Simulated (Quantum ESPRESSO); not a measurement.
# MnSi (Pm-3m) in Quantum ESPRESSO: band structure with PBEsol+U

Aim: the band structure of MnSi with PBEsol+U.

Program: Quantum ESPRESSO 7.5. These are calculated values, not measurements. Logs are shortened: lines on timing, memory, paths and dates and some standing lists are left out, and cuts for length are marked.

## Step 1: The structure

The structure is cubic, space group Pm-3m (No. 221). The conventional cell has a = 2.987 Å, b = 2.987 Å, c = 2.987 Å, α = 90.00°, β = 90.00°, γ = 90.00°. Mn (site symmetry m-3m) is surrounded by 8 Si at 2.59 Å. Si (site symmetry m-3m) has 8 Mn at 2.59 Å as nearest neighbours.

The cell was built by a generator and needn't be a form met in nature.

## Step 2: Band structure, PBEsol+U, collinear spin, random start

Contents of pw.in:

```
&CONTROL
  calculation = 'scf'
  prefix = 'pwscf'
  outdir = './tmp'
  pseudo_dir = './pseudo'
  tprnfor = .true.
  tstress = .true.
  disk_io = 'low'
/
&SYSTEM
  ibrav = 0
  nat = 2
  ntyp = 2
  ecutwfc = 45
  ecutrho = 360
  nbnd = 19
  occupations = 'smearing'
  smearing = 'mv'
  degauss = 0.00734986
  nspin = 2
  starting_magnetization(1) = 0.2753
  starting_magnetization(2) = 0
/
&ELECTRONS
  conv_thr = 4d-10
  electron_maxstep = 120
  mixing_beta = 0.3
/
ATOMIC_SPECIES
Mn    54.9380 mn_pbesol_v1.5.uspp.F.UPF
Si    28.0850 si_pbesol_v1.uspp.F.UPF
CELL_PARAMETERS angstrom
   2.9874314600    0.0000000000    0.0000000000
   0.0000000000    2.9874314600    0.0000000000
   0.0000000000    0.0000000000    2.9874314600
ATOMIC_POSITIONS angstrom
Mn     1.4937157300    1.4937157300    1.4937157300
Si     0.0000000000    0.0000000000    0.0000000000
K_POINTS automatic
8 8 8 0 0 0
HUBBARD {ortho-atomic}
U Mn-3d 5.0
```

Contents of bands.in:

```
&CONTROL
  calculation = 'bands'
  prefix = 'pwscf'
  outdir = './tmp'
  pseudo_dir = './pseudo'
  disk_io = 'low'
  verbosity = 'high'
/
&SYSTEM
  ibrav = 0
  nat = 2
  ntyp = 2
  ecutwfc = 45
  ecutrho = 360
  nbnd = 19
  occupations = 'smearing'
  smearing = 'mv'
  degauss = 0.00734986
  nspin = 2
  starting_magnetization(1) = 0.2753
  starting_magnetization(2) = 0
/
&ELECTRONS
  conv_thr = 1d-08
  electron_maxstep = 120
  mixing_beta = 0.3
  diago_full_acc = .true.
/
ATOMIC_SPECIES
Mn    54.9380 mn_pbesol_v1.5.uspp.F.UPF
Si    28.0850 si_pbesol_v1.uspp.F.UPF
CELL_PARAMETERS angstrom
   2.9874314600    0.0000000000    0.0000000000
   0.0000000000    2.9874314600    0.0000000000
   0.0000000000    0.0000000000    2.9874314600
ATOMIC_POSITIONS angstrom
Mn     1.4937157300    1.4937157300    1.4937157300
Si     0.0000000000    0.0000000000    0.0000000000
K_POINTS crystal
60
 0.0000000000  0.0000000000  0.0000000000 1
 0.0000000000  0.0714285714  0.0000000000 1
 0.0000000000  0.1428571429  0.0000000000 1
 0.0000000000  0.2142857143  0.0000000000 1
 0.0000000000  0.2857142857  0.0000000000 1
 0.0000000000  0.3571428571  0.0000000000 1
 0.0000000000  0.4285714286  0.0000000000 1
 0.0000000000  0.5000000000  0.0000000000 1
 0.0714285714  0.5000000000  0.0000000000 1
 0.1428571429  0.5000000000  0.0000000000 1
 0.2142857143  0.5000000000  0.0000000000 1
 0.2857142857  0.5000000000  0.0000000000 1
 0.3571428571  0.5000000000  0.0000000000 1
 0.4285714286  0.5000000000  0.0000000000 1
 0.5000000000  0.5000000000  0.0000000000 1
 0.4545454545  0.4545454545  0.0000000000 1
 0.4090909091  0.4090909091  0.0000000000 1
 0.3636363636  0.3636363636  0.0000000000 1
 0.3181818182  0.3181818182  0.0000000000 1
 0.2727272727  0.2727272727  0.0000000000 1
 0.2272727273  0.2272727273  0.0000000000 1
 0.1818181818  0.1818181818  0.0000000000 1
 0.1363636364  0.1363636364  0.0000000000 1
 0.0909090909  0.0909090909  0.0000000000 1
 0.0454545455  0.0454545455  0.0000000000 1
 0.0000000000  0.0000000000  0.0000000000 1
 0.0357142857  0.0357142857  0.0357142857 1
 0.0714285714  0.0714285714  0.0714285714 1
 0.1071428571  0.1071428571  0.1071428571 1
 0.1428571429  0.1428571429  0.1428571429 1
 0.1785714286  0.1785714286  0.1785714286 1
 0.2142857143  0.2142857143  0.2142857143 1
 0.2500000000  0.2500000000  0.2500000000 1
 0.2857142857  0.2857142857  0.2857142857 1
 0.3214285714  0.3214285714  0.3214285714 1
 0.3571428571  0.3571428571  0.3571428571 1
 0.3928571429  0.3928571429  0.3928571429 1
 0.4285714286  0.4285714286  0.4285714286 1
 0.4642857143  0.4642857143  0.4642857143 1
 0.5000000000  0.5000000000  0.5000000000 1
 0.4545454545  0.5000000000  0.4545454545 1
 0.4090909091  0.5000000000  0.4090909091 1
 0.3636363636  0.5000000000  0.3636363636 1
 0.3181818182  0.5000000000  0.3181818182 1
 0.2727272727  0.5000000000  0.2727272727 1
 0.2272727273  0.5000000000  0.2272727273 1
 0.1818181818  0.5000000000  0.1818181818 1
 0.1363636364  0.5000000000  0.1363636364 1
 0.0909090909  0.5000000000  0.0909090909 1
 0.0454545455  0.5000000000  0.0454545455 1
 0.0000000000  0.5000000000  0.0000000000 1
 0.5000000000  0.5000000000  0.0000000000 1
 0.5000000000  0.5000000000  0.0625000000 1
 0.5000000000  0.5000000000  0.1250000000 1
 0.5000000000  0.5000000000  0.1875000000 1
 0.5000000000  0.5000000000  0.2500000000 1
 0.5000000000  0.5000000000  0.3125000000 1
 0.5000000000  0.5000000000  0.3750000000 1
 0.5000000000  0.5000000000  0.4375000000 1
 0.5000000000  0.5000000000  0.5000000000 1
HUBBARD {ortho-atomic}
U Mn-3d 5.0
```

Potentials or basis: GBRV 1.5 PBEsol.

Command:

```
$ OMP_NUM_THREADS=1 pw.x -in pw.in > pw.out
$ OMP_NUM_THREADS=1 pw.x -in bands.in > bands.out
```

pw.out:

```text
This program is part of the open-source Quantum ESPRESSO suite
     for quantum simulation of materials; please cite
         "P. Giannozzi et al., J. Phys.:Condens. Matter 21 395502 (2009);
         "P. Giannozzi et al., J. Phys.:Condens. Matter 29 465901 (2017);
         "P. Giannozzi et al., J. Chem. Phys. 152 154105 (2020);
     in publications or presentations arising from this work. More details at

     Message from routine setup:
     using ibrav=0 with symmetry is DISCOURAGED, use correct ibrav instead

     G-vector sticks info
     --------------------
     sticks:   dense  smooth     PW     G-vecs:    dense   smooth      PW
     Sum         917     457    145                20719     7249    1357

     Using Slab Decomposition

     bravais-lattice index     =            0
     lattice parameter (alat)  =       5.6454  a.u.
     unit-cell volume          =     179.9246 (a.u.)^3
     number of atoms/cell      =            2
     number of atomic types    =            2
     number of electrons       =        19.00
     number of Kohn-Sham states=           19
     kinetic-energy cutoff     =      45.0000  Ry
     charge density cutoff     =     360.0000  Ry
     scf convergence threshold =      4.0E-10
     mixing beta               =       0.3000
     number of iterations used =            8  plain     mixing
     Exchange-correlation= SLA  PW   PSX  PSC
                           (   1   4  10   8   0   0   0)
     Hubbard projectors: ortho-atomic
     Hubbard parameters of DFT+U (Dudarev formulation) in eV:
     U(Mn-3d) =  5.0000

     Internal variables: lda_plus_u =T, lda_plus_u_kind = 0

     Internal variables: orbital_resolved =F, hub_pot_fix =F, apply_U = F

     celldm(1)=   5.645427  celldm(2)=   0.000000  celldm(3)=   0.000000
     celldm(4)=   0.000000  celldm(5)=   0.000000  celldm(6)=   0.000000

     crystal axes: (cart. coord. in units of alat)
               a(1) = (   1.000000   0.000000   0.000000 )
               a(2) = (   0.000000   1.000000   0.000000 )
               a(3) = (   0.000000   0.000000   1.000000 )

     reciprocal axes: (cart. coord. in units 2 pi/alat)
               b(1) = (  1.000000  0.000000  0.000000 )
               b(2) = (  0.000000  1.000000  0.000000 )
               b(3) = (  0.000000  0.000000  1.000000 )

     PseudoPot. # 1 for Mn read from file:
     mn_pbesol_v1.5.uspp.F.UPF
     Pseudo is Ultrasoft + core correction, Zval = 15.0
     Generated by new atomic code, or converted to UPF format
     Using radial grid of  859 points,  6 beta functions with:
                l(1) =   0
                l(2) =   0
                l(3) =   1
                l(4) =   1
                l(5) =   2
                l(6) =   2
     Q(r) pseudized with  8 coefficients,  rinner =    0.950   0.950   0.950
                                                       0.950   0.950

     PseudoPot. # 2 for Si read from file:
     si_pbesol_v1.uspp.F.UPF
     Pseudo is Ultrasoft + core correction, Zval =  4.0
     Generated by new atomic code, or converted to UPF format
     Using radial grid of  899 points,  6 beta functions with:
                l(1) =   0
                l(2) =   0
                l(3) =   1
                l(4) =   1
                l(5) =   2
                l(6) =   2
     Q(r) pseudized with  8 coefficients,  rinner =    0.900   0.900   0.900
                                                       0.900   0.900

     atomic species   valence    mass     pseudopotential
     Mn               15.00    54.93800     Mn( 1.00)
     Si                4.00    28.08500     Si( 1.00)

     Starting magnetic structure
     atomic species   magnetization
     Mn              0.275
     Si              0.000

     48 Sym. Ops., with inversion, found

   Cartesian axes

     site n.     atom                  positions (alat units)
         1        Mn     tau(   1) = (   0.5000000   0.5000000   0.5000000  )
         2        Si     tau(   2) = (   0.0000000   0.0000000   0.0000000  )

     number of k points=    35  Marzari-Vanderbilt smearing, width (Ry)=  0.0073
                       cart. coord. in units 2pi/alat
        k(    1) = (   0.0000000   0.0000000   0.0000000), wk =   0.0019531
        k(    2) = (   0.0000000   0.0000000   0.1250000), wk =   0.0117188
        k(    3) = (   0.0000000   0.0000000   0.2500000), wk =   0.0117188
        k(    4) = (   0.0000000   0.0000000   0.3750000), wk =   0.0117188
        k(    5) = (   0.0000000   0.0000000  -0.5000000), wk =   0.0058594
        k(    6) = (   0.0000000   0.1250000   0.1250000), wk =   0.0234375
[... 27 lines left out ...]
        k(   34) = (   0.3750000  -0.5000000  -0.5000000), wk =   0.0117188
        k(   35) = (  -0.5000000  -0.5000000  -0.5000000), wk =   0.0019531

     Dense  grid:    20719 G-vectors     FFT dimensions: (  36,  36,  36)

     Smooth grid:     7249 G-vectors     FFT dimensions: (  25,  25,  25)

     Check: negative core charge=   -0.000012
     Generating pointlists ...
     new r_m :   0.3572 (alat units)  2.0167 (a.u.) for type    1
     new r_m :   0.3572 (alat units)  2.0167 (a.u.) for type    2

     Initial potential from superposition of free atoms

     starting charge      18.4993, renormalised to      19.0000

     STARTING HUBBARD OCCUPATIONS:

     =================== HUBBARD OCCUPATIONS ===================
     ------------------------ ATOM    1 ------------------------
     Tr[ns(  1)] (up, down, total) =   5.00000  0.00000  5.00000
     Atomic magnetic moment for atom   1 =   5.00000
     SPIN  1
     eigenvalues:
       1.000  1.000  1.000  1.000  1.000
     eigenvectors (columns):
       1.000  0.000  0.000  0.000  0.000
       0.000  1.000  0.000  0.000  0.000
       0.000  0.000  1.000  0.000  0.000
       0.000  0.000  0.000  1.000  0.000
       0.000  0.000  0.000  0.000  1.000
     occupation matrix ns (before diag.):
       1.000  0.000  0.000  0.000  0.000
       0.000  1.000  0.000  0.000  0.000
[... 6 lines left out ...]
     eigenvectors (columns):
       1.000  0.000  0.000  0.000  0.000
       0.000  1.000  0.000  0.000  0.000
       0.000  0.000  1.000  0.000  0.000
       0.000  0.000  0.000  1.000  0.000
       0.000  0.000  0.000  0.000  1.000
     occupation matrix ns (before diag.):
       0.000  0.000  0.000  0.000  0.000
       0.000  0.000  0.000  0.000  0.000
       0.000  0.000  0.000  0.000  0.000
       0.000  0.000  0.000  0.000  0.000
       0.000  0.000  0.000  0.000  0.000

     Number of occupied Hubbard levels =    5.0000

     Atomic wfc used for Hubbard projectors are orthogonalized

     Starting wfcs are   17 randomized atomic wfcs +    2 random wfcs

     Self-consistent Calculation

     iteration #  1     ecut=    45.00 Ry     beta= 0.30
     Davidson diagonalization with overlap
     ethr =  1.00E-02,  avg # of iterations =  5.2

     =================== HUBBARD OCCUPATIONS ===================
     ------------------------ ATOM    1 ------------------------
     Tr[ns(  1)] (up, down, total) =   4.34559  0.36401  4.70960
     Atomic magnetic moment for atom   1 =   3.98157
     SPIN  1
     eigenvalues:
       0.841  0.841  0.841  0.912  0.912
     eigenvectors (columns):
      -0.000 -0.000 -0.000  0.320 -0.947
      -0.329  0.763 -0.556 -0.000  0.000
      -0.399  0.422  0.814 -0.000 -0.000
       0.000  0.000  0.000 -0.947 -0.320
[... 173 lines left out ...]
     iteration # 14     ecut=    45.00 Ry     beta= 0.30
     Davidson diagonalization with overlap
     ethr =  2.94E-12,  avg # of iterations =  3.5

     negative rho (up, down):  0.000E+00 2.454E-04

     Magnetic moment per site  (integrated on atomic sphere of radius R)
     atom   1 (R=0.357)  charge= 13.4442  magn=  3.8716
     atom   2 (R=0.357)  charge=  2.3610  magn= -0.1792

     End of self-consistent calculation

     =================== HUBBARD OCCUPATIONS ===================
     ------------------------ ATOM    1 ------------------------
     Tr[ns(  1)] (up, down, total) =   4.79963  0.72572  5.52535
     Atomic magnetic moment for atom   1 =   4.07391
     SPIN  1
     eigenvalues:
       0.949  0.949  0.949  0.976  0.976
     eigenvectors (columns):
      -0.000 -0.000 -0.000  0.316 -0.949
      -0.281  0.599 -0.750 -0.000  0.000
      -0.387  0.645  0.659 -0.000 -0.000
       0.000  0.000  0.000 -0.949 -0.316
       0.878  0.475  0.051  0.000 -0.000
     occupation matrix ns (before diag.):
       0.976 -0.000  0.000  0.000  0.000
      -0.000  0.949 -0.000  0.000  0.000
[... 6 lines left out ...]
     eigenvectors (columns):
      -0.135 -0.991 -0.000  0.000  0.000
      -0.000 -0.000  0.314  0.737 -0.599
      -0.000  0.000  0.362  0.490  0.793
       0.991 -0.135  0.000 -0.000 -0.000
       0.000  0.000 -0.878  0.466  0.113
     occupation matrix ns (before diag.):
       0.136 -0.000  0.000  0.000  0.000
      -0.000  0.151 -0.000  0.000  0.000
       0.000 -0.000  0.151  0.000  0.000
       0.000  0.000  0.000  0.136 -0.000
       0.000  0.000  0.000 -0.000  0.151

     Number of occupied Hubbard levels =    5.5253

 ------ SPIN UP ------------

          k = 0.0000 0.0000 0.0000 (   925 PWs)   bands (ev):

   -67.1518 -35.9992 -35.9992 -35.9992   1.6324   7.5124   7.5124   9.5760
     9.5760   9.5760  16.6218  16.6218  16.6218  21.2405  21.2405  23.1513
    31.7992  31.7992  34.6092
[... 195 lines left out ...]
   -67.1387 -36.0475 -36.0475 -36.0385   6.5554   7.0701   7.0701   9.7113
    10.0747  12.0008  13.8078  13.8078  15.3456  16.5214  18.1471  18.1471
    22.8611  34.8097  36.6490

          k =-0.5000-0.5000-0.5000 (   912 PWs)   bands (ev):

   -67.1380 -36.0466 -36.0466 -36.0466   6.9088   6.9088   6.9088  10.0801
    10.0801  11.5943  15.4835  15.4835  15.4835  16.1768  16.1768  16.1768
    21.8632  36.8316  36.8316

 ------ SPIN DOWN ----------

          k = 0.0000 0.0000 0.0000 (   925 PWs)   bands (ev):

   -62.7079 -31.6600 -31.6600 -31.6600   1.7077  14.0920  14.0920  16.6532
    16.6532  16.6532  17.2784  17.2784  17.2784  22.5681  22.5681  23.9933
    32.0110  32.0110  32.0110
[... 195 lines left out ...]
   -62.6921 -31.7193 -31.7193 -31.7075   9.1707  10.3097  10.3097  12.8988
    15.2325  16.0714  16.0714  18.3349  18.7024  20.3850  20.9183  20.9183
    24.5483  34.4372  36.2582

          k =-0.5000-0.5000-0.5000 (   912 PWs)   bands (ev):

   -62.6914 -31.7180 -31.7180 -31.7180  10.4114  10.4114  10.4114  11.2520
    16.0413  16.0413  16.0413  18.3429  18.3429  20.4006  20.4006  20.4006
    23.6273  36.4316  36.4316

     the Fermi energy is    14.9092 ev

!    total energy              =    -220.41082620 Ry
     estimated scf accuracy    <          2.4E-10 Ry
     smearing contrib. (-TS)   =      -0.00019930 Ry
     internal energy E=F+TS    =    -220.41062690 Ry

     The total energy is F=E-TS. E is the sum of the following terms:
     one-electron contribution =    -121.15722290 Ry
     hartree contribution      =      69.66949745 Ry
     xc contribution           =     -30.90339729 Ry
     ewald contribution        =    -138.16864002 Ry
     Hubbard energy            =       0.14913585 Ry

     total magnetization       =     3.74 Bohr mag/cell
     absolute magnetization    =     4.28 Bohr mag/cell

     convergence has been achieved in  14 iterations

     negative rho (up, down):  0.000E+00 2.454E-04

     Forces acting on atoms (cartesian axes, Ry/au):

     atom    1 type  1   force =     0.00000000    0.00000000    0.00000000
     atom    2 type  2   force =     0.00000000    0.00000000    0.00000000

     Total force =     0.000000     Total SCF correction =     0.000000

     Computing stress (Cartesian axis) and pressure

     negative rho (up, down):  0.000E+00 2.454E-04
          total   stress  (Ry/bohr**3)                   (kbar)     P=      192.87
   0.00131110   0.00000000   0.00000000          192.87        0.00        0.00
   0.00000000   0.00131110   0.00000000            0.00      192.87        0.00
   0.00000000   0.00000000   0.00131110            0.00        0.00      192.87

=------------------------------------------------------------------------------=
   JOB DONE.
=------------------------------------------------------------------------------=
```

It took 32 s on 1 thread of Intel Xeon Platinum 8488C (Sapphire Rapids), shared host; peak memory 0.13 GiB.

Results:

- Free energy: -2998.8421 eV
- Pressure: 19.3 GPa
- Band gap on the k mesh: none (metal or under the smearing width)
- Net moment: 3.74 μB per cell
- Absolute moment: 4.28 μB per cell
- Site moments: Mn +3.87; Si -0.18 μB
- Valence electrons inside the program's atomic spheres: Mn 13.44; Si 2.36

Levels at the corners of the path, in eV from the Fermi level:
Spin up:
```tsv
point	band 7	band 8	band 9	band 10	band 11	band 12	band 13	band 14	band 15	band 16
Γ	-7.40	-5.33	-5.33	-5.33	1.71	1.71	1.71	6.33	6.33	8.24
X	-6.94	-6.20	-6.20	-5.22	-4.04	5.74	5.74	5.87	7.77	7.77
M	-5.96	-5.96	-5.16	-5.16	-4.86	-1.66	0.07	5.83	11.26	11.86
Γ	-7.40	-5.33	-5.33	-5.33	1.71	1.71	1.71	6.33	6.33	8.24
R	-8.00	-4.83	-4.83	-3.31	0.57	0.57	0.57	1.27	1.27	1.27
X	-6.94	-6.20	-6.20	-5.22	-4.04	5.74	5.74	5.87	7.77	7.77
M	-5.96	-5.96	-5.16	-5.16	-4.86	-1.66	0.07	5.83	11.26	11.86
R	-8.00	-4.83	-4.83	-3.31	0.57	0.57	0.57	1.27	1.27	1.27
```
Spin down:
```tsv
point	band 6	band 7	band 8	band 9	band 10	band 11
Γ	-0.82	-0.82	1.74	1.74	1.74	2.37
X	-7.89	0.03	0.03	0.40	2.59	3.37
M	-5.09	-5.09	-2.07	1.28	1.28	3.38
Γ	-0.82	-0.82	1.74	1.74	1.74	2.37
R	-4.50	-4.50	-3.66	1.13	1.13	1.13
X	-7.89	0.03	0.03	0.40	2.59	3.37
M	-5.09	-5.09	-2.07	1.28	1.28	3.38
R	-4.50	-4.50	-3.66	1.13	1.13	1.13
```

Eigenvalues of the final occupation matrices:
```
   site  spin  trace               eigenvalues
Mn 1 3d     1   4.80  0.95 0.95 0.95 0.98 0.98
Mn 1 3d     2   0.73  0.14 0.14 0.15 0.15 0.15
```

Caveat: the U is typed as a test and isn't derived for this compound. The state reached can hang on the start; a lower one may exist.
